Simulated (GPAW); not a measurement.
Crystal: BP.

```
CELL_PARAMETERS angstrom
0.00000 2.26900 2.26900
2.26900 0.00000 2.26900
2.26900 2.26900 0.00000
ATOMIC_POSITIONS crystal
P 0.75000 0.75000 0.75000
B 0.00000 0.00000 0.00000
```

Base run:

| Item | Value |
| --- | --- |
| Program | GPAW 26.7.0 |
| Functional | RPBE |
| Potentials or basis | the program's PAW data sets (release 1.2.1) made for this functional |
| Cutoff | 800 eV |
| Basis | pw |
| k mesh | 10 × 10 × 10 |
| Occupations | fermi-dirac, width 0.05 eV |
| Spin | no spin polarisation |

Its results: band gap on the k mesh 1.27 eV, indirect (least direct gap 3.41 eV); pressure 4.2 GPa.

Problem. After a change of settings the same cell gave: band gap on the k mesh 1.19 eV, indirect (least direct gap 3.38 eV); pressure -5.0 GPa. Which change was it?
A. functional from RPBE to LDA
B. functional from RPBE to PBE; potentials or basis from the program's PAW data sets (release 1.2.1) made for this functional to GPAW PAW data sets (gpaw-data 1.2.1)
C. functional from RPBE to revPBE
D. functional from RPBE to BLYP; potentials or basis from the program's PAW data sets (release 1.2.1) made for this functional to PAW data sets generated in the run's folder for this functional

Solution. A.

LDA binds more tightly than RPBE, so the same cell stands under less pressure.
